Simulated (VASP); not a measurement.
Set up this calculation in VASP 6.6.1, as the native input.

- Task: relaxation of cell and atoms
- Functional: PBEsol
- Potentials or basis: VASP PAW PBE potentials, release 64 (Cd, Se)
- Cutoff: 600 eV
- k mesh: 8 × 8 × 8
- Occupations: gaussian, width 0.03 eV
- Spin: no spin polarisation
- Further INCAR settings: ALGO = Normal; EDIFF = 1e-06; IBRION = 2; EDIFFG = -0.01; NSW = 90; ISIF = 3

The structure of CdSe lies in POSCAR:

```
CdSe
1.0
    0.0000000000      3.0702712000      3.0702712000
    3.0702712000      0.0000000000      3.0702712000
    3.0702712000      3.0702712000      0.0000000000
Cd Se
1 1
Direct
    0.0000000000      0.0000000000      0.0000000000
    0.2500000000      0.2500000000      0.2500000000
```

The cell was built by a generator and needn't be a form met in nature.

The input as run:

INCAR

```
SYSTEM = CdSe
PREC = Accurate
ENCUT = 600
EDIFF = 1E-6
ISMEAR = 0
SIGMA = 0.03
LREAL = .FALSE.
LASPH = .TRUE.
NELM = 80
ALGO = Normal
ISIF = 3
LWAVE = .FALSE.
LCHARG = .FALSE.
GGA = PS
IBRION = 2
NSW = 90
EDIFFG = -0.01
```

KPOINTS

```
regular mesh
0
G
  8 8 8
  0 0 0
```

Potentials or basis: VASP PAW PBE potentials, release 64 (Cd, Se).

Run with:

```bash
$ cat potpaw_PBE.64/Cd/POTCAR potpaw_PBE.64/Se/POTCAR > POTCAR
$ mpirun -np 1 vasp_std > vasp.out
```

Results of the run:

```
Relaxed volume                         : 28.27 Å³/atom
Relaxed cell                           : a = 4.308 Å, b = 4.308 Å, c = 4.308 Å, α = 60.00°, β = 60.00°, γ = 60.00°
Space group after relaxing (to 0.05 Å) : F-43m (No. 216)
Energy gained by relaxing              : 2.5 meV/atom
Ionic steps                            : 3
Pressure after relaxing                : 0.0 GPa
Band gap on the k mesh                 : 0.47 eV, direct
```

Caveat: the PAW data sets were made with another functional, which shifts forces and pressure a little.

It took 26 s on 1 thread of Intel(R) Xeon(R) 6975P-C (Granite Rapids) (shared host), peak memory 0.22 GiB.
